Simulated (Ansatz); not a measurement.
System: TlCl (CsCl type), 2 atoms in the cell.

```xyz
2
Lattice="3.9000 0.0000 0.0000 0.0000 3.9000 0.0000 0.0000 0.0000 3.9000" Properties=species:S:1:pos:R:3 pbc="T T T"
Tl    0.0000    0.0000    0.0000
Cl    1.9500    1.9500    1.9500
```

Code and potentials: Ansatz all-electron PAW datasets made for this crystal, 240 eV. Settings: k-mesh 6×6×6 Γ-centred; Fermi–Dirac smearing of 0.02 eV; no spin polarisation; no spin–orbit coupling. For HSE06: exchange singularity: regularized.

Plain PBE gives:

- Pressure: 0.00 GPa
- Gap on the mesh: 2.20 eV

Question: What changes under HSE06 (270 eV)?

Answer: The pressure falls by 0.28 GPa to -0.28 GPa; the gap increases by 0.79 eV to 2.99 eV.

Question: What changes under r²SCAN?

Answer: The pressure falls by 1.19 GPa to -1.19 GPa; the gap goes up by 0.42 eV to 2.62 eV.

The stress includes the program's correction for the finite plane-wave basis.

A gap read on the mesh is an upper bound of this method's gap, since the mesh can miss a band edge. Spin–orbit coupling is left out; with heavy elements it can shift the gap and split levels by tenths of an eV. Semilocal functionals give gaps that mostly lie well below measured ones.
